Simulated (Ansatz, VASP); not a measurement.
# FeP: VASP beside Ansatz

Wanted: the spread between two codes on one cell, functional and k mesh.

Method: plane waves, with VASP 6.6.1 beside it; relaxation of the atoms at LDA, DFT+U, in Ansatz 0.2.0.

## (1) Starting point

Symmetry: Pnma, No. 62, orthorhombic system. The conventional cell has a = 5.187 Å, b = 3.093 Å, c = 5.793 Å, α = 90.00°, β = 90.00°, γ = 90.00°. Fe has 6 P at 2.26 to 2.35 Å nearest. P has 6 Fe at 2.26 to 2.35 Å nearest. Farther neighbours are not listed.

## (2) Ansatz: relaxation of the atoms, LDA, DFT+U

Ansatz runs on its default PAW (the set named soft_2) files.

A relaxation sums small force errors into a geometry.

File input.yaml:

```yaml
crystal:
  lattice:
    - [5.187, 0.0, 0.0]
    - [0.0, 3.093, 0.0]
    - [0.0, 0.0, 5.793]
  atoms:
    - { symbol: Fe, position: [0.495, 0.75, 0.3], spin: 3.0 }
    - { symbol: Fe, position: [0.505, 0.25, 0.7], spin: 3.0 }
    - { symbol: Fe, position: [0.005, 0.25, 0.8], spin: 3.0 }
    - { symbol: Fe, position: [0.995, 0.75, 0.2], spin: 3.0 }
    - { symbol: P, position: [0.31, 0.75, 0.93] }
    - { symbol: P, position: [0.69, 0.25, 0.07] }
    - { symbol: P, position: [0.19, 0.25, 0.43] }
    - { symbol: P, position: [0.81, 0.75, 0.57] }
hamiltonian:
  xc: lda
  pseudopotentials: { kind: paw }
  hubbard: { sites: [{ species: Fe, l: d, u_eff: 5.3 }] }
magnetization:
  spin_polarized: true
kpoints:
  mp_grid: { grid: [8, 12, 6] }
scf:
  occupations: { method: methfessel_paxton, width: 0.15 }
relax:
  f_tol: 0.01
  max_steps: 60
output:
  forces: true
  stress: true
  write_density: true
  write_potential: true
  elf: true
  volumetric_format: npy
```

Launch:

```console
$ ansatz run input.yaml --threads 4 --pin off --max-ram 9216MiB --backend cpu --events-out ev --progress --plain --runs-dir out
```

Numbers of over 12 decimals in the logs are rounded to 6 here.

The program printed:

```text
Warning: output.stress: scf.convergence.dr2_threshold = 1e-7 eV (the SCF's general default) is looser than the 8e-10 eV advised for a printed stress (1e-10 eV for each atom of the cell: 8). What an SCF threshold leaves in a stress goes as its square root, and in the free energy as the threshold itself, and one threshold admits the most on a small cell: [figures from the program's tests cut] Every solve of this run an [...]
Fe: projections on atomic orbitals take those of the free atom [Ne] 3s2 3p6 3d6 4s2, of charge +0.00 (hamiltonian.pseudopotentials.projection_atoms); the dataset's partial waves leave at most 1.1e-6 of an orbital's norm unspanned inside its sphere
P: projections on atomic orbitals take those of the free atom [Ne] 3s2 3p3, of charge +0.00 (hamiltonian.pseudopotentials.projection_atoms); the dataset's partial waves leave at most 1.0e-7 of an orbital's norm unspanned inside its sphere
Engine: ansatz 0.2.0, aarch64-unknown-linux-gnu
Pseudopotentials: kind: paw
Pseudopotential: Fe, paw, valence charge 16, recommended cutoff 420 eV (normal), Fe.paw.azcp
Pseudopotential: P, paw, valence charge 5, recommended cutoff 420 eV (normal), P.paw.azcp
Functional definition: SPW92
  exchange = slater_x
  correlation = pw_c
Crystal: 8 atoms, lattice volume = 92.939 Å³
Basis set: ecut = 420 eV, 1817 PW (Γ)
Bands: 58, of which v1, the nominal top of the filled ones, is band 42 counted from 1 (41 counted from 0)
Symmetry: 8 space group operations
Space group: Pnma (ITA 62), of the structure as read, at distance tolerance 4.5e-5 Å
Magnetic group: BNS 62.441 (UNI 539), of the structure as read, at distance tolerance 4.5e-5 Å
k-points: 140 of 576
Non-local potential: Fe, projectors of the file, l = 0: 3, l = 1: 2, l = 2: 3, l = 3: 1
Non-local potential: P, projectors of the file, l = 0: 2, l = 1: 2, l = 2: 2
PAW form: soft (Blöchl's): semilocal exchange-correlation on the pseudo side does not see the compensation charge
PAW frozen core: Fe, regenerated for the run's functional, and the local potential with it (the file was generated under x = pbe(κ = 0.804, μ = 0.219515), c = pbe(β = 0.066725))
PAW frozen core: P, regenerated for the run's functional, and the local potential with it (the file was generated under x = pbe(κ = 0.804, μ = 0.219515), c = pbe(β = 0.066725))
PAW one-centre angular grid: Fe, 590 points (default); XC on 64 Gauss nodes
PAW one-centre angular grid: P, 110 points (default); XC on 64 Gauss nodes
Initial density: superposition of atomic densities (chi_scale 0.1, normalization cell)
Starting moments: Σ|m| = 12 μB on 4 of 8 sites
Initial wavefunctions: pseudopotential atomic-orbital guess
Functional: x = slater, c = lda
iter 1 solved again at ethr=1.73e-3 eV; its pass at ethr=3.10e-3 eV (dr2=1.46e0 eV) is discarded
SCF iter   1: F=—  HF=-20569.278304 eV  |F-HF|=—  |Δ(HF+E_count)|=         —  Δρ=2.82e-2 (↑2.01e-2 ↓2.82e-2)  dr2=1.45e0  dr2_m=1.95e-1  M=9.684 μB ∫|m|=11.204 μB  β_m=0.30  ethr=1.73e-3  ⟨swp⟩=1.1  Hψ=82677  notcnv=0
preconditioner: auto → Kerker (q_TF=auto, 2.683 Å⁻¹)  [metal: Δε(μ)=0.008 eV  Ē_g=9.437 eV  σ=0.150 eV  W_gap=0.03  n_scr=38 (ndim 8)  ℏωp=27.8 eV  f_vac=0.000  D(μ)=4.78/eV (n_scr^D=42)]
spin=Collinear: Kerker preconditioning applied to the charge; magnetization (m = ρ↑ − ρ↓) channel mixes plain (no charge-response kernel on spin).
SCF iter   2: F=—  HF=-20569.669980 eV  |F-HF|=—  |Δ(HF+E_count)|=   3.92e-1  Δρ=2.28e-2 (↑1.68e-2 ↓2.28e-2)  dr2=9.66e-1  dr2_m=1.18e-1  M=9.432 μB ∫|m|=11.087 μB  β_m=0.30  ethr=1.73e-3  ⟨swp⟩=2.0  Hψ=20384  notcnv=0
SCF iter   3: F=—  HF=-20569.775568 eV  |F-HF|=—  |Δ(HF+E_count)|=   1.06e-1  Δρ=1.92e-2 (↑1.17e-2 ↓1.92e-2)  dr2=6.08e-1  dr2_m=6.46e-2  M=9.687 μB ∫|m|=11.376 μB  β_m=0.30  ethr=1.15e-3  ⟨swp⟩=2.7  Hψ=28552  notcnv=0
SCF iter   4: F=—  HF=-20569.827960 eV  |F-HF|=—  |Δ(HF+E_count)|=   5.24e-2  Δρ=8.81e-3 (↑8.81e-3 ↓8.80e-3)  dr2=6.13e-2  dr2_m=4.66e-2  M=9.333 μB ∫|m|=11.152 μB  β_m=0.30  ethr=7.24e-4  ⟨swp⟩=2.0  Hψ=21333  notcnv=0  defer=1549
SCF iter   5: F=—  HF=-20569.968999 eV  |F-HF|=—  |Δ(HF+E_count)|=         —  Δρ=1.28e-2 (↑7.26e-3 ↓1.28e-2)  dr2=5.23e-2  dr2_m=7.58e-2  M=8.992 μB ∫|m|=10.938 μB  β_m=0.30  ethr=7.29e-5  ⟨swp⟩=2.5  Hψ=25534  notcnv=0  defer=1549
Mixer restart at iter 5: flushing history
SCF iter   6: F=—  HF=-20570.114330 eV  |F-HF|=—  |Δ(HF+E_count)|=   1.45e-1  Δρ=1.50e-2 (↑7.92e-3 ↓1.50e-2)  dr2=6.21e-2  dr2_m=1.02e-1  M=8.734 μB ∫|m|=10.790 μB  β_m=0.30  ethr=6.23e-5  ⟨swp⟩=1.2  Hψ=15532  notcnv=0  defer=1561
SCF iter   7: F=—  HF=-20570.252909 eV  |F-HF|=—  |Δ(HF+E_count)|=   1.39e-1  Δρ=1.79e-2 (↑8.69e-3 ↓1.79e-2)  dr2=1.01e-1  dr2_m=1.34e-1  M=8.465 μB ∫|m|=10.626 μB  β_m=0.30  ethr=6.23e-5  ⟨swp⟩=1.1  Hψ=15913  notcnv=0  defer=1566
SCF iter   8: F=—  HF=-20570.441378 eV  |F-HF|=—  |Δ(HF+E_count)|=   1.88e-1  Δρ=2.62e-2 (↑8.89e-3 ↓2.62e-2)  dr2=3.81e-1  dr2_m=1.98e-1  M=8.114 μB ∫|m|=10.385 μB  β_m=0.30  ethr=6.23e-5  ⟨swp⟩=1.5  Hψ=16115  notcnv=0  defer=1570
SCF iter   9: F=—  HF=-20570.578873 eV  |F-HF|=—  |Δ(HF+E_count)|=   1.37e-1  Δρ=2.52e-2 (↑7.99e-3 ↓2.52e-2)  dr2=3.22e-1  dr2_m=1.88e-1  M=7.923 μB ∫|m|=10.238 μB  β_m=0.30  ethr=6.23e-5  ⟨swp⟩=1.9  Hψ=19019  notcnv=0  defer=1572
[...]
preconditioner: auto → Kerker (q_TF=auto, 2.683 Å⁻¹)  [metal: Δε(μ)=0.006 eV  Ē_g=9.336 eV  σ=0.100 eV  W_gap=0.02  n_scr=38 (ndim 8)  ℏωp=27.8 eV  f_vac=0.000  D(μ)=2.85/eV (n_scr^D=16)]
spin=Collinear: Kerker preconditioning applied to the charge; magnetization (m = ρ↑ − ρ↓) channel mixes plain (no charge-response kernel on spin).
SCF iter   2: F=-20571.760257 eV  HF=-20571.760257 eV  |F-HF|=6.72e-9  |Δ(HF+E_count)|=   1.67e-9  Δρ=1.54e-6 (↑1.30e-6 ↓1.54e-6)  dr2=7.55e-9  dr2_m=9.18e-10  M=-0.000 μB ∫|m|=8.505 μB  ethr=3.32e-11  ⟨swp⟩=2.0  Hψ=35321  notcnv=0
SCF 8 converged in 2 iterations: F = -20571.760257 eV  dr2 = 7.55e-9
iter 1 solved again at ethr=8.94e-12 eV; its pass at ethr=1.19e-6 eV (dr2=7.51e-9 eV) is discarded
SCF iter   1: F=—  HF=-20571.760257 eV  |F-HF|=—  |Δ(HF+E_count)|=         —  Δρ=1.52e-6 (↑1.31e-6 ↓1.52e-6)  dr2=7.49e-9  dr2_m=9.17e-10  M=-0.000 μB ∫|m|=8.505 μB  ethr=8.94e-12  ⟨swp⟩=1.0  Hψ=90271  notcnv=0
spin=Collinear: Kerker preconditioning applied to the charge; magnetization (m = ρ↑ − ρ↓) channel mixes plain (no charge-response kernel on spin).
SCF iter   2: F=—  HF=-20571.760256 eV  |F-HF|=—  |Δ(HF+E_count)|=   6.73e-7  Δρ=5.08e-5 (↑5.08e-5 ↓4.27e-5)  dr2=9.43e-6  dr2_m=2.08e-7  M=0.000 μB ∫|m|=8.506 μB  ethr=1.19e-6  ⟨swp⟩=1.0  Hψ=57512  notcnv=0
SCF iter   3: F=—  HF=-20571.760257 eV  |F-HF|=—  |Δ(HF+E_count)|=   6.19e-7  Δρ=5.96e-6 (↑5.96e-6 ↓4.83e-6)  dr2=1.14e-7  dr2_m=4.78e-9  M=0.000 μB ∫|m|=8.505 μB  ethr=1.39e-8  ⟨swp⟩=1.0  Hψ=43680  notcnv=0
SCF iter   4: F=-20571.760257 eV  HF=-20571.760257 eV  |F-HF|=1.29e-9  |Δ(HF+E_count)|=   6.39e-8  Δρ=6.48e-7 (↑6.48e-7 ↓4.41e-7)  dr2=1.38e-9  dr2_m=1.66e-11  M=-0.000 μB ∫|m|=8.505 μB  ethr=1.19e-10  ⟨swp⟩=1.0  Hψ=43680  notcnv=0
WARN: a single-point calculation of the run's input, under the relaxation's own `scf.mixing.negative_modes` where the relaxation goes by `scf.lower_state_search: light` itself or types `scf.max_iter`, was made at the relaxed geometry, from the atoms, in 83 SCF iterations in all. It converged +0.0 meV from the relaxation's final energy, with moments (-1.88, -1.88, 1.88, 1.88, 0.02, 0.02, -0.02, -0.02 Bohr magnetons, atom by atom), which does not count as lower, and the relaxation's result stands. No further magnetic order was relaxed to its end, and one can end lower (see `relax.adjacent_minimum`). [rest of the remark cut]
SCF converged after 7 iterations
Stability not checked: this state was not tested for a lower state beside it, because cold or Methfessel-Paxton smearing, or corrected tetrahedra, fill the levels in a way that the test cannot read (fill_not_monotonic; see scf.lower_state_search)
Magnetization: -0.0000 μB (42.0000 up, 42.0000 down)
Absolute magnetization: 8.4900 μB (∫|ρ↑−ρ↓|, with the PAW one-centre terms)
Spin contamination: 3.7265 ħ² per cell (⟨S²⟩ above its minimum at these occupations)
Per-site moments (μB) at R_I (Å): [(-1.875143, 0.931523), (-1.875143, 0.931523), (1.875132, 0.931521), (1.875132, 0.931521), (0.022864, 0.931521), (0.022864, 0.931521), (-0.022863, 0.931523), (-0.022863, 0.931523)]
Free energy (F): -20571.713496 eV
Harris-Foulkes:  -20571.713496 eV  (|F-HF|=4.47e-8)
Internal energy: -20571.713277 eV  (E = F + TS)
E sigma→0 (E₀):  -20571.713442 eV
Entropy (-TS):   -0.000219 eV (-0.027 meV/atom)
Fermi energy:    16.128974 eV
--- Per-component energies (eV) ---
  E_band       = -853.907053
  E_kinetic    = 1724.190797
  E_local      = -10641.065409  (includes V_loc(G=0)·N_el)
  E_nonlocal   = 1037.593810
  E_hartree    = 4587.597850
  E_xc         = -725.666623
  E_vxc        = -866.257802  (∫ρ·V_xc dr)
  E_hubbard    = 13.948800  (on-site DFT+U / exact-exchange correction)
  E_vhub       = -46.406567  (the Hubbard potential's part of the band-sum identity)
  E_paw        = -7389.569570  (= ΣΔE_a)
  E_vpaw       = -1237.167434  (= ΣTr[D̂ρ^β])
  E_aug_tail   = 0.003459  (compensation charges beyond the density's cutoff)
  E_ewald      = -9180.821939
  E_core_change = 2.075549  (= ΣΔE_core)
  E_smearing   = -0.000219  (= −TS)
  E_closure    = -0.000000  (closes the sum)
  Σ components = -20571.713496   (vs F -20571.713496, Δ=0.00e0)
--- Forces (eV/Å), atoms counted from 1 ---
  atom   1  Fe     0.00097468     0.00000000     0.00013320
  atom   2  Fe    -0.00097468     0.00000000    -0.00013320
  atom   3  Fe    -0.00100881     0.00000000     0.00014564
  atom   4  Fe     0.00100881     0.00000000    -0.00014564
  atom   5  P      0.00011485     0.00000000    -0.00209287
  atom   6  P     -0.00011485     0.00000000     0.00209287
  atom   7  P     -0.00014821     0.00000000    -0.00206308
  atom   8  P      0.00014821     0.00000000     0.00206308
  max |Σ_I F_I| component: 4.34e-19 eV/Å
--- Stress (GPa, compression-positive) ---
        3.728828       0.000000       0.000134
        0.000000       3.408679       0.000000
        0.000125       0.000000       3.455111
  P = ⅓ Tr σ = 3.5309 GPa (35.309 kbar)
--- Band table (eV; the first three rows and the last of 364) ---
  k-point 0 ↑: bands = [... 38 lower, 15.0000, 15.0921, 15.5511, 15.6277, 15.6446, 17.3124, 17.9282, 18.4970, ... 12 higher]
  k-point 1 ↑: bands = [... 38 lower, 14.8744, 14.9858, 15.0448, 15.7887, 16.0046, 17.3749, 17.8228, 18.4994, ... 12 higher]
  k-point 2 ↑: bands = [... 38 lower, 14.5698, 14.8297, 14.9598, 16.0752, 16.3457, 17.3437, 17.7463, 18.0303, ... 12 higher]
  k-point 181 ↓: bands = [... 38 lower, 13.9707, 13.9707, 15.6579, 15.6579, 17.4497, 17.4497, 18.2953, 18.2953, ... 12 higher]
--- Relaxed structure (10 steps of the walk, 10 accepted, 0 SCFs on fresh bases) ---
  F+E_penalty+E_count = -20571.71349641 eV   max|allowed force component| = 2.093e-3 eV/Å
  atoms:
    - { symbol: Fe, position: [0.497816, 0.75, 0.301993] }
    - { symbol: Fe, position: [0.502184, 0.25, 0.698007] }
    - { symbol: Fe, position: [0.0021841, 0.25, 0.801993] }
    - { symbol: Fe, position: [0.997816, 0.75, 0.198007] }
    - { symbol: P, position: [0.310367, 0.75, 0.926637] }
    - { symbol: P, position: [0.689633, 0.25, 0.073363] }
    - { symbol: P, position: [0.189634, 0.25, 0.426636] }
    - { symbol: P, position: [0.810366, 0.75, 0.573364] }
```

The job ended after 77 min (4 threads of Arm Neoverse N1, shared host; peak memory 6.2 GiB).

(Part 1 of 2 ends here.)

[Lines on the potential files, build, host, timing and source positions are cut from VASP's logs without a mark.]

[Logs are printed without paths, hosts, clocks, repeated set-up lines and the standing remarks that a program may print on its own settings, such as how far it seeks lower states.]

[Hosts, paths, dates, database ids (printed as entryN), source tags and the programs' standing remarks are cut or masked in the printed files.]
